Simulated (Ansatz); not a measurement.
# Sb: the cost of one run

Computed with Ansatz 0.2.0 (DFT PBE, scalar-relativistic, unless a step's input says otherwise).

### Step 1. The system as given

Symmetry: R-3m, No. 166, trigonal system. The conventional cell has a = 4.301 Å, b = 4.301 Å, c = 11.232 Å, α = 90.00°, β = 90.00°, γ = 120.00°. Around Sb (site symmetry 3m) lie 3 Sb at 2.90 Å.

As a file:

```cif
data_structure
_symmetry_space_group_name_H-M 'R-3m:H'
_symmetry_Int_Tables_number 166
_cell_length_a 4.3012
_cell_length_b 4.3012
_cell_length_c 11.2320
_cell_angle_alpha 90.000
_cell_angle_beta 90.000
_cell_angle_gamma 120.000
_cell_volume 179.96
loop_
_atom_site_label
_atom_site_type_symbol
_atom_site_symmetry_multiplicity
_atom_site_Wyckoff_symbol
_atom_site_fract_x
_atom_site_fract_y
_atom_site_fract_z
_atom_site_occupancy
Sb1 Sb 6 c 0.00000 0.00000 0.23364 1
```

The file gives the conventional cell by its symmetry; the runs use the cell typed in the input.

Atoms are numbered in the order of the input: Sb1, Sb2.

### Step 2. The deformed structure

Space group R-3m before, R-3m after.

### Step 3. Full-potential LAPW

Contents of input.yaml:

```yaml
crystal:
  lattice:
    - [2.150600332, 1.2416496806, 3.81888]
    - [-2.150600332, 1.2416496806, 3.81888]
    - [0.0, -2.4832993611, 3.81888]
  atoms:
    - { symbol: Sb, position: [0.23364, 0.23364, 0.23364] }
    - { symbol: Sb, position: [0.76636, 0.76636, 0.76636] }
kpoints:
  mp_grid: { grid: [9, 9, 9] }
  band_path:
    path:
      - [0.0, 0.0, 0.0]
      - [0.5, 0.5, 0.5]
      - [0.7628583666, 0.2371416334, 0.5]
      - [0.5, -0.2371416334, 0.2371416334]
      - [0.5, 0.0, 0.0]
      - [0.0, 0.0, 0.0]
      - [0.3685708167, -0.3685708167, 0.0]
      - [0.6314291833, 0.0, 0.3685708167]
      - [0.5, 0.0, 0.5]
    npoints: 5
scf:
  occupations: { method: fermi_dirac, width: 0.05 }
hamiltonian:
  xc: pbe
  pseudopotentials: { kind: all_electron, lapw: { basis_error: 0.0005 } }
output:
  forces: true
  stress: true
  eigenvalues: true
```

Run with:

```console
ansatz run input.yaml --threads 1 --pin off --max-ram 3072MiB --backend cpu --events-out ev --progress --plain --runs-dir out
```

What time and memory should one allow on 1 thread of Arm Neoverse V1, shared host?

About 33 s, with a peak of 0.45 GiB.
